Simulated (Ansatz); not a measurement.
GaAs: a fit and a missing row

GaAs, F-43m, a = 5.745 Å. Ansatz: PBE, PAW, 420 eV, Γ-centred 12×12×12 mesh on 2 atoms, Gaussian smearing 0.02 eV; no spin polarisation. Symmetry fixes shape and atoms, so the cell is only scaled; pressure is positive in compression.

```tsv
V (Å³/atom)	P (GPa)
22.284	4.36
22.995	1.99
23.706	0.00
24.418	-1.65
25.129	?
```

Question: Take V0 = 23.706 Å³/atom, fit the third-order Birch–Murnaghan form to the other rows, and predict the missing pressure.

Answer: With the Eulerian strain f = ½[(V0/V)^(2/3) − 1] and y = P/[3f(1 + 2f)^(5/2)], the form is the line y = B0 + 1.5 B0 (B0′ − 4) f. Rows (f, y): 0.02105, 62.3; 0.01025, 61.5; -0.00977, 59.1. Means f = 0.007177, y = 60.967; Σ(Δf)² = 0.0004891, ΣΔfΔy = 0.05177; the slope is their ratio. y = 60.21 + 105.8 f GPa, so B0 = 60.2 GPa and B0′ = 4 + 2 × (105.8)/(3 × 60.21) = 5.17. At V = 25.129, f = -0.01906, y = 58.19 and P = -3.02 GPa. The run gave -3.06 GPa, so the fit is 0.04 GPa too high, a small miss on the scale of the series. The form still works here, 33 % of the fitted range beyond its end.